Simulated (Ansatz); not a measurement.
HgTe: the change of pressure with volume per atom

Periodic Kohn-Sham DFT of a crystal at fixed atoms; pressure and stress are positive in compression; the energy is the free energy less that of spherical unpolarised free atoms; site moments are those in the method's own spheres, positive along +z. The results are calculated, by Ansatz 0.2.0.

Cell of the first row (space group F-43m, No. 216):
```
CELL_PARAMETERS angstrom
0.00000 3.15770 3.15770
3.15770 0.00000 3.15770
3.15770 3.15770 0.00000
ATOMIC_POSITIONS crystal
Hg 0.00000 0.00000 0.00000
Te 0.75000 0.75000 0.75000
```

Settings of every row: method frozen-core PAW; functional PBEsol; relativity scalar; k mesh 9x9x9; filling fermi-dirac; smearing width 0.05 eV; wave cutoff 420 eV; paw set soft_2.

Atom start moment: 0 on all atoms.

Limits: PAW files made with PBE; no spin-orbit coupling on heavy atoms.

| row | volume per atom (Å³) | pressure (GPa) |
| --- | --- | --- |
| 1 | 31.486 | 4.84 |
| 2 | 32.155 | 3.523 |
| 3 | 32.825 | 2.355 |
| 4 | 33.16 | 1.822 |
| 5 | 33.495 | 1.319 |
| 6 | 33.83 | ? |
| 7 | 34.165 | 0.4 |
| 8 | 34.835 | -0.416 |
| 9 | 35.505 | -1.139 |

Question: what pressure should row 6 give?

Worked fit of pressure. Take u = (V_r/V)^(2/3) − 1 with V_r = 33.328 Å³ an atom, which is twice the finite (Eulerian) strain; such expansions in the strain, on which the Birch-Murnaghan equation of state is built, carry the rest volume and the bulk modulus. The shown rows have u = 0.03863, 0.02417, 0.01019, 0.00337, -0.00333, -0.0164, -0.02905, -0.04131. Least squares give pressure = 1.5659 + 74.982 × u + 241.79 × u² + 287 × u³ GPa; a parabola predicts inner rows, each left out in turn, worse (root mean square 0.0045 against 0.00072 GPa). The rows lie off it by 0.000, -0.001, 0.000, 0.001, 0.000, 0.000, -0.001, 0.000. The pressure vanishes at u = -0.0225, or V = 34.48 Å³ an atom, and there the bulk modulus at fixed shape and fractions is B = −V dP/dV = (2/3)(1 + u) dP/du = 42.1 GPa. The withheld row has u = -0.00992, so the fit gives 1.5659 + 74.982 × (-0.00992) + 241.79 × (-0.00992)² + 287 × (-0.00992)³ = 0.846 GPa.

The calculation gave 0.846 GPa. The fit meets it to the printed digit.
